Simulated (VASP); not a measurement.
# Li (Im-3m) in VASP: density of states with PBE

Aim: the density of states of Li with PBE.

Program: VASP 6.6.1. These are calculated values, not measurements. Logs are shortened: lines on timing, memory, paths and dates and some standing lists are left out, and cuts for length are marked.

**1. The structure**

The structure is cubic, space group Im-3m (No. 229). Conventional cell: a = 3.509 Å, b = 3.509 Å, c = 3.509 Å, α = 90.00°, β = 90.00°, γ = 90.00°. Li (site symmetry m-3m) has 8 Li at 3.04 Å as nearest neighbours.

**2. Density of states, PBE, collinear spin, typed start**

The input, POSCAR:

```
Li
1.0
   -1.7546500000      1.7546500000      1.7546500000
    1.7546500000     -1.7546500000      1.7546500000
    1.7546500000      1.7546500000     -1.7546500000
Li
1
Direct
    0.0000000000      0.0000000000      0.0000000000
```

The input, INCAR.step1:

```
PREC     = Accurate       # precision mode
ENCUT    = 520            # plane-wave cutoff, eV
EDIFF    = 1E-6           # SCF threshold, eV
ISMEAR   = 0              # smearing method
SIGMA    = 0.001          # smearing width, eV
LREAL    = F              # projectors in reciprocal space
LASPH    = T              # aspherical terms in the spheres
NELM     = 150            # most SCF steps
ALGO     = Normal         # electronic algorithm
ISIF     = 2              # what is computed and relaxed
LWAVE    = F              # write WAVECAR
LCHARG   = T              # write CHGCAR
ISPIN    = 2              # spin polarisation
MAGMOM   = 0.5            # initial moments
GGA      = PE             # functional
NBANDS   = 12             # bands
```

The input, KPOINTS.step1:

```
regular mesh
0
Gamma
  11 11 11
```

The input, INCAR.step2:

```
PREC     = Accurate       # precision mode
ENCUT    = 520            # plane-wave cutoff, eV
EDIFF    = 1E-6           # SCF threshold, eV
ISMEAR   = -5             # smearing method
SIGMA    = 0.001          # smearing width, eV
LREAL    = F              # projectors in reciprocal space
LASPH    = T              # aspherical terms in the spheres
NELM     = 150            # most SCF steps
ALGO     = Normal         # electronic algorithm
ISIF     = 2              # what is computed and relaxed
LWAVE    = F              # write WAVECAR
LCHARG   = F              # write CHGCAR
ISPIN    = 2              # spin polarisation
MAGMOM   = 0.5            # initial moments
LORBIT   = 11             # projections on sites
GGA      = PE             # functional
NBANDS   = 12             # bands
NEDOS    = 2001           # points of the DOS
ICHARG   = 11             # starting density
```

The input, KPOINTS.step2:

```
regular mesh
0
Gamma
  17 17 17
```

Potentials or basis: VASP PAW PBE potentials, release 64 (Li_sv).

Launch:

```sh
$ cat potpaw_PBE.64/Li_sv/POTCAR > POTCAR
$ cp INCAR.step1 INCAR
$ cp KPOINTS.step1 KPOINTS
$ mpirun -np 1 vasp_std > vasp.out
$ cp INCAR.step2 INCAR
$ cp KPOINTS.step2 KPOINTS
$ mpirun -np 1 vasp_std > vasp.out
```

OUTCAR:

```text
PREC = Accurate
   ENCUT = 520
   EDIFF = 1E-6
   ISMEAR = -5
   LREAL = F
   LASPH = T
   NELM = 150
   ISIF = 2
   ISPIN = 2
   LORBIT = 11
   GGA = PE
   ICHARG = 11

 ion  position               nearest neighbor table
   1  0.000  0.000  0.000-

  LATTYP: Found a body centered cubic cell.
 ALAT       =     3.5093000000

  Lattice vectors:

 A1 = (  -1.7546500000,   1.7546500000,   1.7546500000)
 A2 = (   1.7546500000,  -1.7546500000,   1.7546500000)
 A3 = (   1.7546500000,   1.7546500000,  -1.7546500000)

Analysis of symmetry for initial positions (statically):
=====================================================================
 Subroutine PRICEL returns:
 Original cell was already a primitive cell.

 Routine SETGRP: Setting up the symmetry group for a
 body centered cubic supercell.

 Subroutine GETGRP returns: Found 48 space group operations
 (whereof 48 operations were pure point group operations)
 out of a pool of 48 trial point group operations.

The static configuration has the point symmetry O_h .

Analysis of symmetry for dynamics (positions and initial velocities):
=====================================================================
 Subroutine PRICEL returns:
 Original cell was already a primitive cell.

 Routine SETGRP: Setting up the symmetry group for a
 body centered cubic supercell.

 Subroutine GETGRP returns: Found 48 space group operations
 (whereof 48 operations were pure point group operations)
 out of a pool of 48 trial point group operations.

The dynamic configuration has the point symmetry O_h .

Analysis of structural, dynamic, and magnetic symmetry:
=====================================================================
 Subroutine PRICEL returns:
 Original cell was already a primitive cell.

 Routine SETGRP: Setting up the symmetry group for a
 body centered cubic supercell.

 Subroutine GETGRP returns: Found 48 space group operations
 (whereof 48 operations were pure point group operations)
 out of a pool of 48 trial point group operations.

The overall configuration has the point symmetry O_h .

 Subroutine INISYM returns: Found 48 space group operations
 (whereof 48 operations are pure point group operations),
 and found     1 'primitive' translations

----------------------------------------------------------------------------------------

                                     Primitive cell

  volume of cell :      21.6088

  direct lattice vectors                    reciprocal lattice vectors
    -1.754650000  1.754650000  1.754650000     0.000000000  0.284957114  0.284957114
     1.754650000 -1.754650000  1.754650000     0.284957114  0.000000000  0.284957114
     1.754650000  1.754650000 -1.754650000     0.284957114  0.284957114  0.000000000

  length of vectors
     3.039142950  3.039142950  3.039142950     0.402990215  0.402990215  0.402990215

  position of ions in fractional coordinates (direct lattice)
     0.000000000  0.000000000  0.000000000

  ion indices of the primitive-cell ions
   primitive index   ion index
                 1           1

----------------------------------------------------------------------------------------

 KPOINTS: regular mesh

Automatic generation of k-mesh.
 Grid dimensions read from file:
 generate k-points for:   17   17   17

 Generating k-lattice:

  Cartesian coordinates                     Fractional coordinates (reciprocal lattice)
     0.000000000  0.016762183  0.016762183     0.058823529  0.000000000  0.000000000
     0.016762183  0.000000000  0.016762183     0.000000000  0.058823529  0.000000000
     0.016762183  0.016762183  0.000000000     0.000000000  0.000000000  0.058823529

  Length of vectors
     0.023705307  0.023705307  0.023705307

  Shift w.r.t. Gamma in fractional coordinates (k-lattice)
     0.000000000  0.000000000  0.000000000

 TETIRR: Found   5734 inequivalent tetrahedra from    29478

 Subroutine IBZKPT returns following result:
 ===========================================

 Found    165 irreducible k-points:

 Following reciprocal coordinates:
            Coordinates               Weight
  0.000000  0.000000  0.000000      1.000000
  0.058824  0.000000  0.000000     12.000000
  0.117647  0.000000  0.000000     12.000000
  0.176471  0.000000  0.000000     12.000000
  0.235294  0.000000  0.000000     12.000000
  0.294118  0.000000  0.000000     12.000000
[... 16 lines left out ...]
  0.411765  0.117647  0.000000     48.000000
  0.176471  0.176471  0.000000     24.000000
 [... further k-points ...]
   k-points           NKPTS =    165   k-points in BZ     NKDIM =    165   number of bands    NBANDS=     12
   number of dos      NEDOS =   2001   number of ions     NIONS =      1
   total plane-waves  NPLWV =  13824
   dimension x,y,z NGX =    24 NGY =   24 NGZ =   24
   dimension x,y,z NGXF=    48 NGYF=   48 NGZF=   48
   ions per type =               1
   NGX,Y,Z   is equivalent  to a cutoff of  13.13, 13.13, 13.13 a.u.
   NGXF,Y,Z  is equivalent  to a cutoff of  26.26, 26.26, 26.26 a.u.
 SYSTEM =  unknown system
   PREC   = accura    normal or accurate (medium, high low for compatibility)
   ISTART =      0    job   : 0-new  1-cont  2-samecut
   ICHARG =     11    charge: 1-file 2-atom 10-const
   ISPIN  =      2    spin polarized calculation?
   LNONCOLLINEAR =      F non collinear calculations
   LSORBIT =      F    spin-orbit coupling
   LASPH  =      T    aspherical Exc in radial PAW
   ENCUT  =  520.0 eV  38.22 Ry    6.18 a.u.   5.65  5.65  5.65*2*pi/ulx,y,z
   NELM   =    150;   NELMIN=  2; NELMDL=  0     # of ELM steps
   EDIFF  = 0.1E-05   stopping-criterion for ELM
   LREAL  =      F    real-space projection
   EDIFFG = 0.1E-04   stopping-criterion for IOM
   NSW    =      0    number of steps for IOM
   IBRION =     -1    ionic relax: 0-MD 1-quasi-New 2-CG
   NFREE  =      0    steps in history (QN), initial steepest desc. (CG)
   ISIF   =      2    stress and relaxation
   ISYM   =      2    0-nonsym 1-usesym 2-fastsym
   POTIM  = 0.5000    time-step for ionic-motion
   TEBEG  =    0.0;   TEEND  =   0.0 temperature during run
   PSTRESS=    0.0 pullay stress
   NELECT =       3.0000    total number of electrons
   NUPDOWN=      -1.0000    fix difference up-down
   EMIN   =  10.00;   EMAX   =-10.00  energy-range for DOS
   EFERMI =   0.00;   METHOD = LEGACY
   ISMEAR =    -5;   SIGMA  =   0.00  broadening in eV -4-tet -1-fermi 0-gaus
   EFERMI_NEDOS =   21; number of points for ismear=-14 and -15
   IALGO  =     38    algorithm
   IMIX   =      4    mixing-type and parameters
     AMIX     =   0.40;   BMIX     =  1.00
     AMIX_MAG =   1.60;   BMIX_MAG =  1.00
  volume/ion in A,a.u.               =      21.61       145.82
  Fermi-wavevector in a.u.,A,eV,Ry     =   0.847692  1.601906  9.776898  0.718582
  Thomas-Fermi vector in A             =   1.963238
   LORBIT       =     11    0 simple, 1 ext, 2 COOP (PROOUT), +10 PAW based schemes
   GGA     = PE    functional components
   LHFCALC =     F    Hartree Fock is set to
   AEXX    =    0.0000 exact exchange contribution
   IVDW    =     0    specifies the selected vdW correction
   LEPSILON=     F    determine dielectric tensor
   LRPA    =     F    only Hartree local field effects (RPA)
 spin polarized calculation
 Fermi weights with tetrahedron method with Bloechl corrections
  energy-cutoff  :      520.00
  volume of cell :       21.61
 maximum number of plane-waves:       603

 number of electron       2.9999991 magnetization       0.0323108

 Free energy of the ion-electron system (eV)
  ---------------------------------------------------
  ext. energy  EPLUGINS =         0.00000000
  ---------------------------------------------------
  free energy    TOTEN  =        -1.90090026 eV

  energy without entropy =       -1.90090026  energy(sigma->0) =       -1.90090026

 E-fermi :   0.4781     XC(G=0):  -6.8903

 val. band max:        0.4513485929   @ k =  -0.3529   0.4706   0.0588
 cond. band min:       0.4543787376   @ k =   0.1765   0.1765   0.1765
 fundamental gap:      0.0030301447
 Fermi energy:         0.4781081835

 spin component 1

 k-point     1 :       0.0000    0.0000    0.0000
  band No.  band energies     occupation
      1     -46.1914      1.00000
      2      -3.0563      1.00000
      3      14.3879      0.00000
      4      14.3879      0.00000
      5      14.3880      0.00000
      6      19.0113      0.00000
      7      19.0113      0.00000
      8      19.0113      0.00000
      9      19.9517      0.00000
     10      19.9517      0.00000
     11      20.2787      0.00000
     12      20.2787      0.00000
[... 331 lines left out ...]
 k-point    24 :       0.1765    0.1765    0.0000
  band No.  band energies     occupation
      1     -46.1811      1.00000
      2      -1.3266      1.00000
      3       8.1128      0.00000
      4       9.2822      0.00000
      5      11.6794      0.00000
      6      16.5499      0.00000
      7      17.0756      0.00000
      8      19.9398      0.00000
      9      22.8262      0.00000
     10      25.1459      0.00000
     11      25.9732      0.00000
     12      27.3849      0.00000

 [... further k-points ...]

 spin component 2

 k-point     1 :       0.0000    0.0000    0.0000
  band No.  band energies     occupation
      1     -46.1850      1.00000
      2      -2.9923      1.00000
      3      14.4139      0.00000
      4      14.4139      0.00000
      5      14.4139      0.00000
      6      19.0764      0.00000
      7      19.0764      0.00000
      8      19.0764      0.00000
      9      20.0211      0.00000
     10      20.0211      0.00000
     11      20.3505      0.00000
     12      20.3505      0.00000
[... 331 lines left out ...]
 k-point    24 :       0.1765    0.1765    0.0000
  band No.  band energies     occupation
      1     -46.1748      1.00000
      2      -1.2637      1.00000
      3       8.1695      0.00000
      4       9.3334      0.00000
      5      11.7228      0.00000
      6      16.6040      0.00000
      7      17.1250      0.00000
      8      19.9972      0.00000
      9      22.8886      0.00000
     10      25.1919      0.00000
     11      26.0404      0.00000
     12      27.4331      0.00000

 [... further k-points ...]

------------------------ aborting loop because EDIFF is reached ----------------------------------------

  FORCE on cell =-STRESS in cart. coord.  units (eV):
  Direction    XX          YY          ZZ          XY          YZ          ZX
  --------------------------------------------------------------------------------------
  -------------------------------------------------------------------------------------
  Total       -0.1185905     -0.1185905     -0.1185905     -0.0000000      0.0000000     -0.0000000
  in kB       -8.7928388     -8.7928388     -8.7928388     -0.0000000      0.0000000     -0.0000000
  external PRESSURE =      -8.7928388 kB  Pullay stress =       0.0000000 kB

 VOLUME and BASIS-vectors are now :
 -----------------------------------------------------------------------------
  energy-cutoff  :      520.00
  volume of cell :       21.61
      direct lattice vectors                 reciprocal lattice vectors
    -1.754650000  1.754650000  1.754650000     0.000000000  0.284957114  0.284957114
     1.754650000 -1.754650000  1.754650000     0.284957114  0.000000000  0.284957114
     1.754650000  1.754650000 -1.754650000     0.284957114  0.284957114  0.000000000

 POSITION                                       TOTAL-FORCE (eV/Angst)
 -----------------------------------------------------------------------------------
      0.00000      0.00000      0.00000         0.000000      0.000000      0.000000
 -----------------------------------------------------------------------------------
    total drift:                               -0.000000      0.000000     -0.000000

  FREE ENERGIE OF THE ION-ELECTRON SYSTEM (eV)
  ---------------------------------------------------
  free  energy   TOTEN  =        -1.9009002619 eV

  energy  without entropy=       -1.9009002619  energy(sigma->0) =       -1.90090026

 total charge

# of ion       s       p       d       tot
------------------------------------------
    1        2.031   0.038   0.000   2.069

 magnetization (x)

# of ion       s       p       d       tot
------------------------------------------
    1        0.000   0.001   0.000   0.001
```

It took 51 s on 1 thread of Intel Xeon Platinum 8375C at 2.90GHz (Ice Lake), shared host; peak memory 0.18 GiB.

What came out:

```
Net moment                                            : 0.03 μB per cell
Valence electrons inside the program's atomic spheres : Li 2.07
```

States per cell in windows of 1 eV (zero at the Fermi level; states under -8 eV left out):
| from (eV) | up | down | Li1_p_up | Li1_p_down | Li1_s_up | Li1_s_down | Li1_d_up | Li1_d_down |
| --- | --- | --- | --- | --- | --- | --- | --- | --- |
| -8.0 | 0.00 | 0.00 | 0.00 | 0.00 | 0.00 | 0.00 | 0.00 | 0.00 |
| -7.0 | 0.00 | 0.00 | 0.00 | 0.00 | 0.00 | 0.00 | 0.00 | 0.00 |
| -6.0 | 0.00 | 0.00 | 0.00 | 0.00 | 0.00 | 0.00 | 0.00 | 0.00 |
| -5.0 | 0.00 | 0.00 | 0.00 | 0.00 | 0.00 | 0.00 | 0.00 | 0.00 |
| -4.0 | 0.03 | 0.02 | 0.00 | 0.00 | 0.00 | 0.00 | 0.00 | 0.00 |
| -3.0 | 0.11 | 0.11 | 0.00 | 0.00 | 0.01 | 0.01 | 0.00 | 0.00 |
| -2.0 | 0.16 | 0.16 | 0.01 | 0.01 | 0.01 | 0.01 | 0.00 | 0.00 |
| -1.0 | 0.21 | 0.20 | 0.01 | 0.01 | 0.01 | 0.01 | 0.00 | 0.00 |
| 0.0 | 0.27 | 0.27 | 0.02 | 0.02 | 0.00 | 0.00 | 0.00 | 0.00 |
| 1.0 | 0.16 | 0.17 | 0.02 | 0.02 | 0.00 | 0.00 | 0.00 | 0.00 |
| 2.0 | 0.07 | 0.07 | 0.01 | 0.01 | 0.00 | 0.00 | 0.00 | 0.00 |
| 3.0 | 0.33 | 0.32 | 0.03 | 0.02 | 0.01 | 0.01 | 0.00 | 0.00 |
| 4.0 | 0.23 | 0.23 | 0.02 | 0.02 | 0.01 | 0.01 | 0.00 | 0.00 |
| 5.0 | 0.26 | 0.25 | 0.03 | 0.03 | 0.01 | 0.01 | 0.00 | 0.00 |
| 6.0 | 0.32 | 0.32 | 0.04 | 0.04 | 0.01 | 0.01 | 0.00 | 0.00 |
| 7.0 | 0.28 | 0.28 | 0.05 | 0.05 | 0.01 | 0.01 | 0.00 | 0.00 |

Caveat: the cutoff is under 1.25 times the usual one of these potentials, so pressure, stress and relaxed cells hold a basis-set (Pulay) error; tetrahedron occupations give inexact forces and stress in metals.
